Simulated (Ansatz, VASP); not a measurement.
# BeTe: VASP beside Ansatz

```xyz
2
Lattice="0.0000 2.7773 2.7773 2.7773 0.0000 2.7773 2.7773 2.7773 0.0000" Properties=species:S:1:pos:R:3 pbc="T T T"
Be    0.0000    0.0000    0.0000
Te    1.3887    1.3887    1.3887
```

Alike in both runs: functional LDA; k mesh 8 × 8 × 8; occupations gaussian, width 0.02 eV; no spin polarisation.

Ansatz relaxed the structure, and its values are those at the end. VASP's run is a single point on that final structure, the one shown.

```csv
,VASP,Ansatz
version,VASP 6.6.1,Ansatz 0.2.0
potentials or method,"VASP PAW LDA potentials, release 64 (Be, Te)","scalar-relativistic, plane waves, PAW"
plane-wave cutoff (eV),520,420
valence electrons in the cell,8,18
```

```csv
,VASP,Ansatz,Ansatz less VASP
gap on the k mesh at the Fermi level (eV),1.77,1.79,+0.020
least direct gap on the mesh (eV),3.55,3.59,+0.037
pressure (GPa),0.3,0.0,-0.28
```

The two sets of potentials don't hold the same shells in valence.

Caveats: spin-orbit coupling is left out, which moves the levels of the heavy elements. Expect the measured gap to be larger: semilocal functionals such as LDA lack the derivative discontinuity. A k mesh can miss the band edges.
